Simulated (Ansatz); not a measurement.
# CdS: the cost of one run

Program: Ansatz 0.2.0. Level of theory: DFT PBE, scalar-relativistic, plane waves, PAW. These are calculated values, not measurements.

1 further run of the same task is left out (set aside as unsound or not needed).

**1. The system as given**

It takes space group F-43m (No. 216, cubic). The conventional cell has a = 5.926 Å, b = 5.926 Å, c = 5.926 Å, α = 90.00°, β = 90.00°, γ = 90.00°. Cd (site symmetry -43m) has 4 S at 2.57 Å as nearest neighbours. Around S (site symmetry -43m) lie 4 Cd at 2.57 Å.

Coordinates:

```
Cd S
1.0
     0.00000    2.96321    2.96321
     2.96321    0.00000    2.96321
     2.96321    2.96321    0.00000
Cd S
1 1
Direct
  0.00000 0.00000 0.00000
  0.25000 0.25000 0.25000
```

It is the result of an earlier relaxation at this level (volume 26.02 Å³/atom; gap on the mesh: 1.04 eV).

**2. The bulk in the plane's own cell**

The same crystal, re-cut so that c stands normal to the (111) plane; its mesh matches that of the cells to come, so errors of the mesh cancel.

Contents of input.yaml:

```yaml
crystal:
  lattice:
    - [4.1906132977, 0.0, 0.0]
    - [-2.0953066488, 3.6291775732, 0.0]
    - [0.0, 0.0, 10.2648642886]
  atoms:
    - { symbol: Cd, position: [0.0, 0.0, 0.0] }
    - { symbol: S, position: [0.6666666667, 0.3333333333, 0.4166666667] }
    - { symbol: S, position: [0.3333333333, 0.6666666667, 0.0833333333] }
    - { symbol: Cd, position: [0.3333333333, 0.6666666667, 0.3333333333] }
    - { symbol: Cd, position: [0.6666666667, 0.3333333333, 0.6666666667] }
    - { symbol: S, position: [1.0, 1.0, 0.75] }
basis:
  ecutwfc: 420
kpoints:
  mp_grid: { grid: [6, 6, 4] }
hamiltonian:
  xc: pbe
scf:
  occupations: { method: gaussian, width: 0.05 }
output:
  forces: true
  stress: true
  eigenvalues: true
```

On the command line:

```sh
ansatz run input.yaml --threads 2 --pin off --max-ram 5120MiB --backend cpu --events-out ev --progress --plain --runs-dir out
```

What time and memory should one allow on 2 threads of Arm Neoverse V1, shared host?

About 7.6 s, with a peak of 0.42 GiB.
